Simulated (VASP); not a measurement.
Here is a VASP 6.6.1 calculation.

The input INCAR:

```
SYSTEM = Ge
  PREC = Accurate
  ENCUT = 450
  EDIFF = 1E-6
  ISMEAR = 0
  SIGMA = 0.02
  LREAL = .FALSE.
  LASPH = .TRUE.
  NELM = 60
  ALGO = Fast
  ISIF = 2
  LWAVE = .FALSE.
  LCHARG = .TRUE.
  GGA = PE
  LELF = .TRUE.
  LVHAR = .TRUE.
```

Contents of KPOINTS:

```
Automatic mesh
0
G
  4 4 4
  0 0 0
```

File POSCAR:

```
Ge
1.0
    1.3971490000     -2.6005160000      0.0000000000
    1.3971490000      2.6005160000      0.0000000000
    0.0000000000      0.0000000000      2.6982310000
Ge
1
Direct
    0.5000000000      0.5000000000      0.0000000000
```

Potentials or basis: VASP PAW PBE potentials, release 64 (Ge_d_GW).

The run is started by

```bash
$ cat potpaw_PBE.64/Ge_d_GW/POTCAR > POTCAR
$ mpirun -np 1 vasp_std > vasp.out
```

(1) Estimate the band gap on the k mesh.

(2) Estimate the pressure.

## Answers

(1) none (metal or under the smearing width).

(2) 1.2 GPa.

Caveat: the k mesh is coarse (spacing up to 0.64 Å⁻¹), so the values aren't converged; the cutoff is under 1.25 times the usual one of these potentials, so pressure, stress and relaxed cells hold a basis-set (Pulay) error.
